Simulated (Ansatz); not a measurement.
# TlCl: the cost of one run

Program: Ansatz 0.2.0. G0W0, plane waves. Calculated at 0 K for a non-magnetic cell.

## Step 1: The system as given

The cell was relaxed beforehand with r2SCAN+rVV10.

It is cubic, Pm-3m (No. 221); conventional cell a = 3.794 Å, 27.30 Å³ an atom. Around Tl lie 8 Cl at 3.29 Å; around Cl lie 8 Tl at 3.29 Å.

The structure in full:

```cif
data_structure
_symmetry_space_group_name_H-M 'P 1'
_symmetry_Int_Tables_number 1
_cell_length_a 3.7936
_cell_length_b 3.7936
_cell_length_c 3.7936
_cell_angle_alpha 90.000
_cell_angle_beta 90.000
_cell_angle_gamma 90.000
_cell_volume 54.60
loop_
_atom_site_label
_atom_site_type_symbol
_atom_site_fract_x
_atom_site_fract_y
_atom_site_fract_z
_atom_site_occupancy
Tl1 Tl 0.00000 0.00000 0.00000 1
Cl1 Cl 0.50000 0.50000 0.50000 1
```

## Step 2: 162 empty bands, 120 eV

File input.yaml:

```yaml
crystal:
  lattice:
    - [3.7936346943, 0.0, 0.0]
    - [0.0, 3.7936346943, 0.0]
    - [0.0, 0.0, 3.7936346943]
  atoms:
    - { symbol: Tl, position: [0.0, 0.0, 0.0] }
    - { symbol: Cl, position: [0.5, 0.5, 0.5] }
kpoints:
  mp_grid: { grid: [4, 4, 4] }
hamiltonian:
  xc: pbe
scf:
  occupations: { method: fixed }
gw:
  n_empty_bands: 162
  ecut_chi: 120
  qp_bands: [v2, c2]
  qp_kpoints: band_edges
  screening: { model: contour_deformation }
```

**Question.** How long does this run take on 1 × NVIDIA H100 80GB HBM3 with 2 threads of AMD EPYC 7R13 (Zen 3), shared host, and how much memory does it need?

About 12 s, with a peak of 1.3 GiB on the host.
